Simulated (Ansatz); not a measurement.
**Several inputs for CO₂**

Cell: a computed structure from the Materials Project (it need not be an observed phase).

```cif
data_CO2
_symmetry_space_group_name_H-M 'Pbcn'
_symmetry_Int_Tables_number 60
_cell_length_a 4.7845
_cell_length_b 6.3155
_cell_length_c 5.6789
_cell_angle_alpha 90.000
_cell_angle_beta 90.000
_cell_angle_gamma 90.000
loop_
_atom_site_label
_atom_site_type_symbol
_atom_site_symmetry_multiplicity
_atom_site_Wyckoff_symbol
_atom_site_fract_x
_atom_site_fract_y
_atom_site_fract_z
C C 4 c 0.5000 0.8530 0.7500
O O 8 d 0.7010 0.1463 0.1336
```

One atom of each set is listed.

Reference run. The numbers come from a DFT calculation in Ansatz (PBE, plane waves and PAW, scalar-relativistic, 420 eV cutoff, Γ-centred 5×4×4 k-points, Fermi–Dirac smearing 0.02 eV).

It gives V_zz (10²¹ V/m²) O 7.09 (η 0.03), C -2.92 (η 0.01). Each of these runs changes the input as listed (caps on SCF iterations aside):

A. kpoints.mp_grid.shift: not typed → [0.5, 0.5, 0.5]; basis.xc_grid: not typed → 1; basis.ecutwfc: not typed → 36.7 Ry
B. hamiltonian.xc: pbe → lda

Question: How does each run end, and how far do the gradients move?

Answer: 

| run | O V_zz (η) | C V_zz (η) | largest change of a gradient tensor, all atoms | note |
| --- | --- | --- | --- | --- |
| A | 7.10 (0.03) | -2.97 (0.01) | 0.05 | converged |
| B | 6.51 (0.03) | -2.95 (0.01) | 0.58 | converged |

Run B moves them most, on O (V_zz from 7.09 to 6.51).

Run A changes kpoints.mp_grid.shift, basis.xc_grid, basis.ecutwfc together, so the table can't tell their shares apart.
